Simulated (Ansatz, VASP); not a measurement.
PbS (Galena): VASP beside Ansatz

The input INCAR:

```
  PREC = Accurate
  ENCUT = 520
  EDIFF = 1E-6
  ISMEAR = 0
  SIGMA = 0.012
  LREAL = False
  LASPH = True
  NELM = 80
  ALGO = Normal
  ISIF = 2
  LWAVE = False
  LCHARG = True
  GGA = PE
  LELF = True
  LVHAR = True
  NBANDS = 17
```

Contents of KPOINTS:

```
Automatic mesh
0
Gamma
  8 8 8
```

File POSCAR:

```
PbS
1.0
    0.0000000000      2.9657500000      2.9657500000
    2.9657500000      0.0000000000      2.9657500000
    2.9657500000      2.9657500000      0.0000000000
Pb S
1 1
Direct
    0.0000000000      0.0000000000      0.0000000000
    0.5000000000      0.5000000000      0.5000000000
```

Contents of input.yaml:

```yaml
crystal:
  lattice:
    - [0.0, 2.96575, 2.96575]
    - [2.96575, 0.0, 2.96575]
    - [2.96575, 2.96575, 0.0]
  atoms:
    - { symbol: Pb, position: [0.0, 0.0, 0.0] }
    - { symbol: S, position: [0.5, 0.5, 0.5] }
hamiltonian:
  xc: pbe
  pseudopotentials: { kind: paw }
kpoints:
  mp_grid: { grid: [8, 8, 8] }
scf:
  occupations: { method: gaussian, width: 0.012 }
output:
  forces: true
  stress: true
  eigenvalues: true
  write_density: true
  write_potential: true
  elf: true
  volumetric_format: npy
```

Alike in both runs: task single point; functional PBE; k mesh 8 × 8 × 8; occupations gaussian, width 0.012 eV; no spin polarisation.

|  | VASP | Ansatz |
| --- | --- | --- |
| version | VASP 6.6.1 | Ansatz 0.2.0 |
| potentials or method | VASP PAW PBE potentials, release 64 (Pb_d, S) | Ansatz PAW |
| plane-wave cutoff (eV) | 520 | 420 |
| valence electrons in the cell | 20 | 20 |

Ansatz gave:

| Item | Value |
| --- | --- |
| gap on the k mesh at the Fermi level (eV) | 0.36 |
| least direct gap on the mesh (eV) | 0.36 |
| pressure (GPa) | 2.2 |

**Question.** What did VASP give for the same quantities?

**Answer.** gap on the k mesh at the Fermi level (eV): 0.36; least direct gap on the mesh (eV): 0.36; pressure (GPa): 2.1.

Caveats: spin-orbit coupling is left out, which as a rule narrows the gap of such compounds by several tenths of an eV. A k mesh can miss the band edges.
